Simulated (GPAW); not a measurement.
# CdS (Greenockite) (P6_3mc) in GPAW: a series of runs

Aim: see how the results for CdS (Greenockite) move with the level of theory and the settings. Levels: vdW-DF-cx, PBE, r4SCAN. Tasks: equation of state, band structure.

Everything below comes from runs of GPAW 26.7.0. Logs are shortened: lines on timing, memory, paths and dates and some standing lists are left out, and cuts for length are marked. The log counts tension as positive stress, the text compression.

**Experimental background.**

“Isotope dependence of band-gap energy”, 2008, arxiv:0807.2152 quotes, for a bulk crystal of CdS: band gap 2.5809 ± 0.0002 eV.

How close the calculation comes is told below.

**1. The structure**

Symmetry: P6_3mc, No. 186, hexagonal system. Conventional cell: a = 4.150 Å, b = 4.150 Å, c = 6.737 Å, α = 90.00°, β = 90.00°, γ = 120.00°. Cd (site symmetry 3m) is surrounded by 4 S at 2.53 to 2.54 Å. S (site symmetry 3m) is surrounded by 4 Cd at 2.53 to 2.54 Å.

**2. Equation of state, vdW-DF-cx**

Input file run.py:

```python
from ase import Atoms
from ase.eos import EquationOfState
from ase.io import Trajectory
from ase.units import GPa
from gpaw import GPAW, PW

atoms = Atoms(['Cd', 'Cd', 'S', 'S'],
              cell=[[4.15, 0.0, 0.0],
                    [-2.075, 3.5940054257, 0.0],
                    [0.0, 0.0, 6.737]],
              scaled_positions=[[0.6666666667, 0.3333333333, 0.5],
                                [0.3333333333, 0.6666666667, 0.0],
                                [0.6666666667, 0.3333333333, 0.875],
                                [0.3333333333, 0.6666666667, 0.375]],
              pbc=True)

traj = Trajectory('eos.traj', 'w')
volumes, energies = [], []
for x in [0.94, 0.96, 0.98, 1.0, 1.02, 1.04, 1.06]:
    a = atoms.copy()
    a.set_cell(atoms.cell * x**(1 / 3), scale_atoms=True)
    calc = GPAW(mode=PW(600),
                xc={'name': 'vdW-DF-cx', 'backend': 'libvdwxc'},
                kpts={'size': (5, 5, 3), 'gamma': True},
                occupations={'name': 'fermi-dirac', 'width': 0.05},
                nbands=31,
                convergence={'density': 1e-05, 'energy': 1e-05},
                maxiter=150,
                txt=f'eos-{x:.2f}.txt')
    a.calc = calc
    energies.append(a.get_potential_energy(force_consistent=True))
    volumes.append(a.get_volume())
    calc.write(f'eos-{x:.2f}.gpw')
    traj.write(a)
    print(f'{x:.2f} {volumes[-1]:10.4f} A^3 {energies[-1]:14.6f} eV', flush=True)

v0, e0, B = EquationOfState(volumes, energies, eos='birchmurnaghan').fit()
print(f'V0 = {v0:.4f} A^3, E0 = {e0:.6f} eV, B0 = {B / GPa:.2f} GPa')
```

Potentials or basis: GPAW PAW data sets (gpaw-data 1.2.1), pw.

Run with:

```bash
$ OMP_NUM_THREADS=1 python run.py
```

Output:

```text
__  _  _
 | _ |_)|_||  |
 |__||  | ||/\| - 26.7.0

Input parameters:
  mode=PW(ecut=600.0),
  convergence={'density': 1e-05, 'energy': 1e-05},
  kpts=MonkhorstPack(size=(5, 5, 3), gamma=True),
  maxiter=150,
  nbands=31,
  occupations=Occupations(name='fermi-dirac', width=0.05),
  xc=XC(name='vdW-DF-cx', backend='libvdwxc')

Diagonalizing LCAO Hamiltonian
Converting LCAO to pw mode

            S

            Cd
        S

        Cd

Atoms  # Å, Bohr magnetons
|   | symbol |         x |        y |        z |    initial magnetic moments |
|---|--------|-----------|----------|----------|-----------------------------|
| 0 |     Cd |  2.032641 | 1.173546 | 3.299736 | ( 0.0000,  0.0000,  0.0000) |
| 1 |     Cd | -0.000000 | 2.347092 | 0.000000 | ( 0.0000,  0.0000,  0.0000) |
| 2 |      S |  2.032641 | 1.173546 | 5.774538 | ( 0.0000,  0.0000,  0.0000) |
| 3 |      S | -0.000000 | 2.347092 | 2.474802 | ( 0.0000,  0.0000,  0.0000) |

Unit cell  # Å
| periodic |         x |        y |        z |  lengths |     angles |
|----------|-----------|----------|----------|----------|------------|
|      yes |  4.065282 | 0.000000 | 0.000000 | 4.065282 |  90.000000 |
|      yes | -2.032641 | 3.520638 | 0.000000 | 4.065282 |  90.000000 |
|      yes |  0.000000 | 0.000000 | 6.599472 | 6.599472 | 120.000000 |

Number of symmetries: 6
Symmetry operations  # r_c * U_cc + t_c -> r_c
|   | kind |            matrix            |
|---|------|------------------------------|
| 0 |  σ   |  1, 1, 0,  0,-1, 0,  0, 0, 1 |
| 1 |  E   |  1, 0, 0,  0, 1, 0,  0, 0, 1 |
| 2 |  C3  |  0, 1, 0, -1,-1, 0,  0, 0, 1 |
| 3 |  σ   |  0,-1, 0, -1, 0, 0,  0, 0, 1 |
| 4 |  σ   | -1, 0, 0,  1, 1, 0,  0, 0, 1 |
| 5 |  C3  | -1,-1, 0,  1, 0, 0,  0, 0, 1 |

BZ-sampling:
  Number of BZ points: 75
  Number of IBZ points: 12

  Monkhorst-Pack size: [5, 5, 3]
  Monkhorst-Pack shift: [0, 0, 0]

K-points  # in reciprocal-cell coordinates
|     |                                coordinates |     weight |
|-----|--------------------------------------------|------------|
|   0 | (  0.00000000,   0.00000000,   0.00000000) | 0.01333333 |
|   1 | (  0.00000000,   0.00000000,   0.33333333) | 0.02666667 |
|   2 | (  0.20000000,   0.00000000,  -0.33333333) | 0.08000000 |
|   3 | (  0.20000000,   0.00000000,   0.00000000) | 0.08000000 |
|   4 | (  0.20000000,   0.00000000,   0.33333333) | 0.08000000 |
|   5 | (  0.40000000,  -0.20000000,   0.00000000) | 0.08000000 |
|   6 | (  0.40000000,  -0.20000000,   0.33333333) | 0.16000000 |
|   7 | (  0.40000000,   0.00000000,  -0.33333333) | 0.08000000 |
|   8 | (  0.40000000,   0.00000000,   0.00000000) | 0.08000000 |
|   9 | (  0.40000000,   0.00000000,   0.33333333) | 0.08000000 |
| ... |                                            |            |
|  11 | (  0.40000000,   0.40000000,   0.33333333) | 0.16000000 |

Plane wave coefficients: 3166
Cutoff: 600.0 eV

Spin-components: 1 (collinear spins)
Bands:           31
Projectors:      22
Spin-degeneracy: 2
Datatype:        complex128

Parallelization:
  kpt:    1
  domain: 1
  band:   1

Density:
  Valence electrons: 36.0
  Components: 1
  Grid points: [24 24 40]
  Charge: 0.0  # |e|

Potential:
  Grid points: [24 24 40]

species:
  Cd:
    name:    Cadmium
    Z:       48.0
    valence: 12
    core:    36
    charge:  0.0  # [|e|]
    compensation charges:
      type: gauss
      rc: 0.38  # [Å]
      lmax: 2
    cutoffs:
      filter: 2.12  # [Å]
      core: 2.62  # [Å]
    projectors
    | kind |    occ | energy [eV] | rcut [Å] |
    |------|--------|-------------|----------|
    |   5s |  2.000 |      -5.655 |    1.191 |
    |   5p |  0.000 |      -1.186 |    1.228 |
    |   4d | 10.000 |     -11.739 |    1.164 |
    |    s |        |      21.556 |    1.191 |
    |    p |        |      26.026 |    1.228 |
    |    d |        |      15.473 |    1.164 |

    Using partial waves for Cd as LCAO basis

  S:
    name:    Sulfur
    Z:       16.0
    valence: 6
    core:    10
    charge:  0.0  # [|e|]
    compensation charges:
      type: gauss
      rc: 0.24  # [Å]
      lmax: 2
    cutoffs:
      filter: 1.77  # [Å]
      core: 1.66  # [Å]
    projectors
    | kind |    occ | energy [eV] | rcut [Å] |
    |------|--------|-------------|----------|
    |   3s |  2.000 |     -17.254 |    0.974 |
    |   3p |  4.000 |      -7.008 |    0.979 |
    |    s |        |       9.957 |    0.974 |
    |    p |        |      20.203 |    0.979 |
    |    d |        |       0.000 |    0.900 |

    Using partial waves for S as LCAO basis

Reference energy: -326061.476468  # eV

eigensolver:
  PPCG
  Converge bands: occupied
  niter=2

density mixing:
  MSR1-Mixer
  Pratt-step length: 0.05
  Maximum mixing coefficient: 0.75
  Old densities: 10
  SVD Regularization: 0.005
  Good broyden scale: 1.0
  Trust region scale: 1.0
  Backstep threshold: 4.0
  History deletion threshold: 6.0
  Fourier metric: weight=20.0, sigma=0.015

occupation numbers:
  Fermi-Dirac:
    width: 0.0500  # eV

poisson solver:
  ecut: 4800.0  # eV

xc functional:
  name: vdW-DF-cx with libvdwxc
  Mode: serial
  Semilocal: GGA_X_LV_RPW86+LDA_C_PW with 2 nearest neighbor stencil
  Local blocksize: 48 x 48 x 80
  PAW datasets: PBE

convergence criteria:
- Maximum integral of absolute [dens]ity change: 1e-05 electrons / valence electron
- Maximum [total energy] change in last 3 cyles: 1e-05 eV / valence electron
- Maximum integral of absolute [eigenst]ate change: 4e-08 eV^2 / valence electron
maximum number of iterations: 150

SCF iterations
|iter     | |      energy | eigst |  dens |
|---------|-|-------------|-------|-------|
|iter:   1| |   99.379937 | -0.35 |       |
|iter:   2| |   99.574112 | -2.06 | -1.14 |
|iter:   3| |  100.282436 | -1.39 | -1.19 |
|iter:   4| |  100.287417 | -3.20 | -1.75 |
|iter:   5| |  100.288317 | -3.62 | -2.20 |
|iter:   6| |  100.288217 | -4.96 | -2.84 |
|iter:   7| |  100.288205c| -6.24 | -3.51 |
|iter:   8| |  100.288205c| -7.64c| -4.51 |
|iter:   9| |  100.288205c| -7.94c| -4.98 |
|iter:  10| |  100.288205c| -8.05c| -5.26c|

Converged in 10 steps
Energy contributions relative to reference atoms: (reference = -326061.476468)

Energy contributions:
  Kinetic:          46.474405
  Coulomb:         -41.123395
  Zero:              0.100956
  External:          0.000000
  Xc:               94.836239
  Entropy:          -0.000000
  Spinorbit:         0.000000
  ----------------------------
  Free energy:     100.288205
  Extrapolated:    100.288205

dipole moment: (-0.000010, -0.000015, -18.393079)  # |e|*Ang

Fermi level: 4.729
Eigenvalues  # (at kpt = [0.000, 0.000, 0.000])
| band index |      eig [eV] | occ [0-2] |
|------------|---------------|-----------|
|          0 |        -8.576 |     2.000 |
|        ... |               |           |
|         10 |        -3.237 |     2.000 |
|         11 |        -2.850 |     2.000 |
|         12 |        -0.678 |     2.000 |
|         13 |         3.217 |     2.000 |
|         14 |         3.217 |     2.000 |
|         15 |         4.019 |     2.000 |
[... 8 lines left out ...]
|         24 |        11.602 |     0.000 |
|         25 |        11.844 |     0.000 |
|        ... |               |           |
|         30 |        15.642 |     0.000 |

Gap: 1.268 eV
Transition (v -> c):
  (s=0, k=0, n=17, [0.00, 0.00, 0.00]) -> (s=0, k=0, n=18, [0.00, 0.00, 0.00])
No difference between direct/indirect transitions
# Writing to eos-0.94.gpw (mode='')
```

It took 85 s on 1 thread of Intel Xeon 6975P-C (Granite Rapids), shared host; peak memory 0.48 GiB.

Results:

```yaml
Equilibrium_volume: 25.25 Å³/atom
Bulk_modulus_at_fixed_shape_and_positions: 59 GPa
Pressure_derivative_of_the_bulk_modulus: 4.3
```

Energy against volume, from the lowest point:
```
volume (Å³/atom)  energy (meV/atom)
          23.614              22.04
          24.116              10.18
          24.618               2.97
          25.121               0.00
          25.623               0.84
          26.126               5.12
          26.628              12.45
```

Caveat: the cell was scaled at fixed shape and fractional positions, which overstates the stiffness of a crystal with free parameters, most of all of layers and chains; the PAW data sets were made with another functional, which shifts forces and pressure a little.

**3. Band structure, PBE**

Input file run.py:

```python
from ase.dft.bandgap import bandgap
from ase.io import read, write
from gpaw import GPAW

atoms = read('POSCAR')

calc = GPAW(mode='lcao',
            h=0.2,
            basis='dzp',
            xc='PBE',
            kpts={'size': (5, 5, 3), 'gamma': True},
            occupations={'name': 'fermi-dirac', 'width': 0.05},
            convergence={'density': 1e-05, 'energy': 1e-05},
            maxiter=150,
            txt='gpaw.txt')
atoms.calc = calc
energy = atoms.get_potential_energy()
forces = atoms.get_forces()
calc.write('gs.gpw')
write('result.traj', atoms)
print(f'Energy: {energy:.6f} eV')
print('Forces (eV/A):')
print(forces.round(4))
print('Fermi level:', round(calc.get_fermi_level(), 4), 'eV')
print(f'Gap: {bandgap(calc)[0]:.4f} eV, direct: {bandgap(calc, direct=True)[0]:.4f} eV')

path = atoms.cell.bandpath('GMKGALHA,LM,KH', npoints=60, eps=1e-4)
bs_calc = calc.fixed_density(kpts=path, symmetry='off', txt='bands.txt')
bs = bs_calc.band_structure()
bs.write('bs.json')
print(f'Gap on the path: {bandgap(bs_calc)[0]:.4f} eV')
```

Input file POSCAR:

```
CdS
1.0
    4.1500000000      0.0000000000      0.0000000000
   -2.0750000000      3.5940054257      0.0000000000
    0.0000000000      0.0000000000      6.7370000000
Cd S
2 2
Direct
    0.6666666667      0.3333333333      0.5000000000
    0.3333333333      0.6666666667      0.0000000000
    0.6666666667      0.3333333333      0.8750000000
    0.3333333333      0.6666666667      0.3750000000
```

Potentials or basis: GPAW PAW data sets (gpaw-data 1.2.1), lcao:dzp.

Run with:

```bash
$ OMP_NUM_THREADS=1 python run.py
```

gpaw.txt:

```text
__  _  _
 | _ |_)|_||  |
 |__||  | ||/\| - 26.7.0

Input parameters:
  mode=LCAO(),
  basis={'default': 'dzp'},
  convergence={'density': 1e-05, 'energy': 1e-05},
  h=0.2,
  kpts=MonkhorstPack(size=(5, 5, 3), gamma=True),
  maxiter=150,
  occupations=Occupations(name='fermi-dirac', width=0.05),
  xc=XC(name='PBE')

            S

            Cd
        S

        Cd

Atoms  # Å, Bohr magnetons
|   | symbol |         x |        y |        z |    initial magnetic moments |
|---|--------|-----------|----------|----------|-----------------------------|
| 0 |     Cd |  2.075000 | 1.198002 | 3.368500 | ( 0.0000,  0.0000,  0.0000) |
| 1 |     Cd | -0.000000 | 2.396004 | 0.000000 | ( 0.0000,  0.0000,  0.0000) |
| 2 |      S |  2.075000 | 1.198002 | 5.894875 | ( 0.0000,  0.0000,  0.0000) |
| 3 |      S | -0.000000 | 2.396004 | 2.526375 | ( 0.0000,  0.0000,  0.0000) |

Unit cell  # Å
| periodic |         x |        y |        z |  lengths |     angles |
|----------|-----------|----------|----------|----------|------------|
|      yes |  4.150000 | 0.000000 | 0.000000 | 4.150000 |  90.000000 |
|      yes | -2.075000 | 3.594005 | 0.000000 | 4.150000 |  90.000000 |
|      yes |  0.000000 | 0.000000 | 6.737000 | 6.737000 | 120.000000 |

Number of symmetries: 6
Symmetry operations  # r_c * U_cc + t_c -> r_c
|   | kind |            matrix            |
|---|------|------------------------------|
| 0 |  σ   |  1, 1, 0,  0,-1, 0,  0, 0, 1 |
| 1 |  E   |  1, 0, 0,  0, 1, 0,  0, 0, 1 |
| 2 |  C3  |  0, 1, 0, -1,-1, 0,  0, 0, 1 |
| 3 |  σ   |  0,-1, 0, -1, 0, 0,  0, 0, 1 |
| 4 |  σ   | -1, 0, 0,  1, 1, 0,  0, 0, 1 |
| 5 |  C3  | -1,-1, 0,  1, 0, 0,  0, 0, 1 |

BZ-sampling:
  Number of BZ points: 75
  Number of IBZ points: 12

  Monkhorst-Pack size: [5, 5, 3]
  Monkhorst-Pack shift: [0, 0, 0]

K-points  # in reciprocal-cell coordinates
|     |                                coordinates |     weight |
|-----|--------------------------------------------|------------|
|   0 | (  0.00000000,   0.00000000,   0.00000000) | 0.01333333 |
|   1 | (  0.00000000,   0.00000000,   0.33333333) | 0.02666667 |
|   2 | (  0.20000000,   0.00000000,  -0.33333333) | 0.08000000 |
|   3 | (  0.20000000,   0.00000000,   0.00000000) | 0.08000000 |
|   4 | (  0.20000000,   0.00000000,   0.33333333) | 0.08000000 |
|   5 | (  0.40000000,  -0.20000000,   0.00000000) | 0.08000000 |
|   6 | (  0.40000000,  -0.20000000,   0.33333333) | 0.16000000 |
[... 255 lines left out ...]
      core: 1.66  # [Å]
    projectors
    | kind |    occ | energy [eV] | rcut [Å] |
    |------|--------|-------------|----------|
    |   3s |  2.000 |     -17.254 |    0.974 |
    |   3p |  4.000 |      -7.008 |    0.979 |
    |    s |        |       9.957 |    0.974 |
    |    p |        |      20.203 |    0.979 |
    |    d |        |       0.000 |    0.900 |

    LCAO basis set for S:
      Name: dzp
      File: <dir>
      Number of radial functions: 5
      Number of spherical harmonics: 13
        l=0, rc=5.5156 Bohr: 3s-sz confined orbital
        l=1, rc=6.9375 Bohr: 3p-sz confined orbital
        l=0, rc=3.0469 Bohr: 3s-dz split-valence wave
        l=1, rc=3.9375 Bohr: 3p-dz split-valence wave
        l=2, rc=6.9375 Bohr: d-type Gaussian polarization
      Number of RI-basis functions 0

Reference energy: -326061.476468  # eV

eigensolver:
  <gpaw.new.lcao.eigensolver.LCAOEigensolver object>
density mixing:
  MSR1-Mixer
  Pratt-step length: 0.05
  Maximum mixing coefficient: 0.75
  Old densities: 10
  SVD Regularization: 0.005
  Good broyden scale: 1.0
  Trust region scale: 1.0
  Backstep threshold: 4.0
  History deletion threshold: 6.0
  Fourier metric: weight=20.0, sigma=0.015

occupation numbers:
  Fermi-Dirac:
    width: 0.0500  # eV

FastPoissonSolver using
    Stencil: 8*3+1=25 point O(h^6) finite-difference Laplacian
    FFT axes: [np.int64(0), np.int64(1), np.int64(2)]
    FST axes: []

xc functional:
  name: PBE with 2 nearest neighbor stencil
interpolation: tri-quintic # 5. degree polynomial

convergence criteria:
- Maximum integral of absolute [dens]ity change: 1e-05 electrons / valence electron
- Maximum [total energy] change in last 3 cyles: 1e-05 eV / valence electron
- Maximum integral of absolute [eigenst]ate change: 4e-08 eV^2 / valence electron
maximum number of iterations: 150

SCF iterations
|iter     | |      energy | eigst |  dens |
|---------|-|-------------|-------|-------|
|iter:   1| |  -11.490603 |      c|       |
|iter:   2| |  -11.383480 |      c| -1.29 |
|iter:   3| |  -11.022824 |      c| -1.32 |
|iter:   4| |  -11.021172 |      c| -1.82 |
|iter:   5| |  -11.020423 |      c| -2.27 |
|iter:   6| |  -11.020422 |      c| -3.59 |
|iter:   7| |  -11.020422c|      c| -3.96 |
|iter:   8| |  -11.020422c|      c| -5.33c|

Converged in 8 steps
Energy contributions relative to reference atoms: (reference = -326061.476468)

Energy contributions:
  Kinetic:          34.315991
  Coulomb:         -29.490034
  Zero:              0.571563
  External:          0.000000
  Xc:              -16.417942
  Entropy:          -0.000000
  Spinorbit:         0.000000
  ----------------------------
  Free energy:     -11.020422
  Extrapolated:    -11.020422

dipole moment: (0.000001, -0.000001, -18.947422)  # |e|*Ang

Fermi level: 4.115
Eigenvalues  # (at kpt = [0.000, 0.000, 0.000])
| band index |      eig [eV] | occ [0-2] |
|------------|---------------|-----------|
|          0 |        -8.834 |     2.000 |
|        ... |               |           |
|         10 |        -3.612 |     2.000 |
|         11 |        -3.290 |     2.000 |
|         12 |        -0.866 |     2.000 |
|         13 |         2.733 |     2.000 |
|         14 |         2.734 |     2.000 |
|         15 |         3.451 |     2.000 |
[... 8 lines left out ...]
|         24 |        11.254 |     0.000 |
|         25 |        11.304 |     0.000 |

Gap: 1.193 eV
Transition (v -> c):
  (s=0, k=0, n=17, [0.00, 0.00, 0.00]) -> (s=0, k=0, n=18, [0.00, 0.00, 0.00])
No difference between direct/indirect transitions

Forces  # eV/Ang
|        x |        y |        z |
|----------|----------|----------|
| -0.00000 | -0.00000 | -0.05787 |  # Cd   0
|  0.00000 |  0.00000 | -0.05786 |  # Cd   1
| -0.00000 | -0.00000 |  0.06128 |  # S    2
|  0.00000 | -0.00000 |  0.06128 |  # S    3

# Writing to gs.gpw (mode='')
```

It took 33 s on 1 thread of Intel Xeon 6975P-C (Granite Rapids), shared host; peak memory 0.24 GiB.

What came out:

- Free energy: -11.0204 eV
- Largest force: 0.061 eV/Å
- Band gap on the k mesh: 1.19 eV, direct
- Band gap along the path: 1.19 eV, direct

Forces in eV/Å, atoms in the order of the input:
```
Cd   0.000  0.000 -0.058
Cd   0.000  0.000 -0.058
S    0.000  0.000  0.061
S    0.000  0.000  0.061
```

Levels at the corners of the path, in eV from the valence-band top:
```
point  band 14  band 15  band 16  band 17  band 18  band 19  band 20  band 21  band 22  band 23
    Γ    -0.76    -0.76    -0.04     0.00     0.00     1.19     2.83     6.54     6.55     7.07
    M    -3.48    -2.64    -1.86    -1.29    -0.73     3.76     4.07     5.20     6.56     7.20
    K    -3.65    -3.07    -1.85    -1.85    -1.60     5.01     5.17     5.17     7.24     7.67
    Γ    -0.76    -0.76    -0.04     0.00     0.00     1.19     2.83     6.54     6.55     7.07
    A    -2.46    -0.40    -0.40    -0.40    -0.40     2.86     2.86     6.32     6.32     6.93
    L    -4.10    -1.33    -1.33    -1.32    -1.32     3.56     3.56     5.63     5.63     8.18
    H    -3.99    -2.40    -2.40    -1.11    -1.11     4.48     4.48     6.27     6.27     6.65
    A    -2.46    -0.40    -0.40    -0.40    -0.40     2.86     2.86     6.32     6.32     6.93
    L    -4.10    -1.33    -1.33    -1.32    -1.32     3.56     3.56     5.63     5.63     8.18
    M    -3.48    -2.64    -1.86    -1.29    -0.73     3.76     4.07     5.20     6.56     7.20
    K    -3.65    -3.07    -1.85    -1.85    -1.60     5.01     5.17     5.17     7.24     7.67
    H    -3.99    -2.40    -2.40    -1.11    -1.11     4.48     4.48     6.27     6.27     6.65
```

Caveat: the real-space grid adds noise to forces; the basis of atomic orbitals isn't converged, which shifts pressures, moduli and gaps.

(Continued in part 2 of 2.)
